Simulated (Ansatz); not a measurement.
Level of theory: DFT PBE, scalar-relativistic, plane waves, PAW (Ansatz). Settings: cutoff 420 eV, Γ-centred meshes spaced at most about 0.3 Å⁻¹, and about 0.25 Å⁻¹ or finer for metals (2π included), Gaussian smearing. No spin polarisation.

Each guess is relaxed in cell and atoms at zero pressure, on a coarse mesh first where it starts far from rest and then on a converged one. The steps can't lower the symmetry of the start, but it can rise. Energies are static (0 K, no zero-point motion).

Two unrelaxed guesses for CdSe₄:

A.

```cif
data_structure
_symmetry_space_group_name_H-M 'I4/mmm'
_symmetry_Int_Tables_number 139
_cell_length_a 5.1394
_cell_length_b 5.1394
_cell_length_c 9.7173
_cell_angle_alpha 90.000
_cell_angle_beta 90.000
_cell_angle_gamma 90.000
_cell_volume 256.67
loop_
_atom_site_label
_atom_site_type_symbol
_atom_site_symmetry_multiplicity
_atom_site_Wyckoff_symbol
_atom_site_fract_x
_atom_site_fract_y
_atom_site_fract_z
_atom_site_occupancy
Cd1 Cd 2 a 0.00000 0.00000 0.00000 1
Se1 Se 4 e 0.00000 0.00000 0.24500 1
Se2 Se 4 c 0.00000 0.50000 0.00000 1
```

B.

```cif
data_structure
_symmetry_space_group_name_H-M 'Pm-3m'
_symmetry_Int_Tables_number 221
_cell_length_a 5.1826
_cell_length_b 5.1826
_cell_length_c 5.1826
_cell_angle_alpha 90.000
_cell_angle_beta 90.000
_cell_angle_gamma 90.000
_cell_volume 139.20
loop_
_atom_site_label
_atom_site_type_symbol
_atom_site_symmetry_multiplicity
_atom_site_Wyckoff_symbol
_atom_site_fract_x
_atom_site_fract_y
_atom_site_fract_z
_atom_site_occupancy
Cd1 Cd 1 b 0.50000 0.50000 0.50000 1
Se1 Se 1 a 0.00000 0.00000 0.00000 1
Se2 Se 3 c 0.50000 0.50000 0.00000 1
```

Task: Which guess leads to the lower structure, and by how much?

Result: A ends lower, by 0.56 eV/atom. A: I4/mmm at 25.7 Å³/atom → I4/mmm at 28.3 Å³/atom; B: Pm-3m at 27.8 Å³/atom → Pm-3m at 27.7 Å³/atom. Counting Se atoms around Cd (those within 1.25 times the shortest such distance or 1.15 times the sum of covalent radii), the end of A has Cd 4 and the end of B has Cd 6. The end of A holds Se–Se pairs (shortest 2.31 Å); in the end of B the shortest Se–Se distance is 3.66 Å. End of A. Conventional cell: a = 5.491 Å, c = 9.389 Å. Around Cd lie 4 Se at 2.75 Å; Se on a site of symmetry 4mm is surrounded by 1 Se at 2.31 Å and 4 Se at 2.98 Å; around Se on a site of symmetry mmm lie 2 Cd at 2.75 Å and 4 Se at 2.98 Å. End of B. Conventional cell: a = 5.175 Å. Cd has 6 Se at 2.59 Å; Se on a site of symmetry m-3m is surrounded by 12 Se at 3.66 Å (long contacts); around Se on a site of symmetry 4/mmm lie 2 Cd at 2.59 Å and 12 Se at 3.66 Å.

Ends held by symmetry can be saddle points. Neither end is the lowest form computed: that has space group I4/m (No. 87) and lies 236 meV/atom below the better end. Even the lowest of the cells shown lies +0.23 eV/atom against the elements. No dispersion correction is applied, so the spacing and binding between layers, chains or molecules are poorly described (I4/mmm), and this can change margins and order among such cells. Some structure types and database cells were kept out of the candidates from the start, so a known form may be missing.
